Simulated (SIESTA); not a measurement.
Runs of SIESTA 5.4.2 on CdS (Greenockite). The structure is hexagonal, space group P6_3mc (No. 186). Conventional cell: a = 4.150 Å, b = 4.150 Å, c = 6.737 Å, α = 90.00°, β = 90.00°, γ = 120.00°. Cd (site symmetry 3m) has 4 S at 2.53 to 2.54 Å as nearest neighbours. S (site symmetry 3m) has 4 Cd at 2.53 to 2.54 Å as nearest neighbours. 

```csv
task,level,potentials or basis,spin,cell,k mesh,gap on the mesh (eV),pressure (GPa),largest force (eV/Å)
single point,PBE,"PseudoDojo 0.4 standard (PBE files), DZP (energy shift 0.003 Ry; two zetas on semicore shells)",off,cell strained along z,7 × 7 × 4,1.31,1.1,0.08
band structure,PBE,"PseudoDojo 0.4 standard (PBE files, fully relativistic), DZP (energy shift 0.003 Ry; two zetas on semicore shells)","non-collinear, zero start, SOC",as given,5 × 5 × 3,1.37,2.3,0.07
band structure,LDA,"PseudoDojo 0.4 standard (LDA files), DZP (energy shift 0.003 Ry; two zetas on semicore shells)",off,as given,7 × 7 × 4,1.14,(c),0.07
band structure,AM05,"PseudoDojo 0.4 standard (PBEsol files), DZP (energy shift 0.003 Ry; two zetas on semicore shells)",off,as given,7 × 7 × 4,1.37,-0.2,0.07
band structure,PBEsol,"PseudoDojo 0.4 standard (PBEsol files), DZP (energy shift 0.003 Ry; two zetas on semicore shells)",off,as given,7 × 7 × 4,(a),(b),0.07
```

Alike in all rows: smearing fermi-dirac 0.05 eV; grid cutoff 800 Ry; energy shift 0.003 Ry.

Question: Estimate the missing entries.

Answer: (a) 1.27; (b) -0.8; (c) -3.0.

Caveats: the basis of atomic orbitals isn't converged, which shifts pressures, moduli and gaps; an odd mesh through Γ misses points on the zone boundary, where band edges often lie (some runs); the potentials were made for another functional, which shifts forces and pressure (some runs).

A k mesh can miss the band edges, and rows without SOC leave out spin-orbit coupling on Cd.
